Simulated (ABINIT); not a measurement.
The system is TiSe.

```xyz
4
Lattice="3.5590 0.0000 0.0000 -1.7795 3.0822 0.0000 0.0000 0.0000 6.2200" Properties=species:S:1:pos:R:3 pbc="T T T"
Se    1.7795    1.0274    4.6650
Se    0.0000    2.0548    1.5550
Ti    0.0000    0.0000    3.1100
Ti    0.0000    0.0000    0.0000
```

* Program: ABINIT 10.8.3 (patched build)
* Task: relaxation of cell and atoms
* Functional: LDA
* Potentials or basis: PseudoDojo NC SR LDA v0.4.1 standard
* Cutoff: 1170 eV
* k mesh: 7 × 7 × 4
* Occupations: fermi-dirac, width 0.05 eV
* Spin: no spin polarisation

At the start: pressure -4.1 GPa; volume 17.06 Å³/atom.

Problem. Where does the relaxation end?

Solution. Over 8 steps the energy falls by 69.5 meV/atom and the volume is 16.06 Å³/atom (-5.9 %); space group P6_3/mmc (No. 194, to 0.05 Å).

The path:
```tsv
step	energy change (eV)	largest force (eV/Å)	pressure (GPa)	volume (Å³)
1	0.0000	0.0000	-4.08	68.23
2	-0.0390	0.0000	-2.83	67.38
3	-0.1748	0.0000	5.62	62.56
4	-0.2122	0.0000	5.16	62.52
5	-0.2765	0.0000	-0.36	64.30
6	-0.2780	0.0000	-0.16	64.32
7	-0.2781	0.0000	0.04	64.21
8	-0.2781	0.0000	0.00	64.23
```

Final structure:
```xyz
4
Lattice="3.3297 0.0000 0.0000 -1.6649 2.8836 0.0000 0.0000 0.0000 6.6893" Properties=species:S:1:pos:R:3 pbc="T T T"
Se    1.6649    0.9612    5.0169
Se    0.0000    1.9224    1.6723
Ti    0.0000    0.0000    3.3446
Ti    0.0000    0.0000    0.0000
```
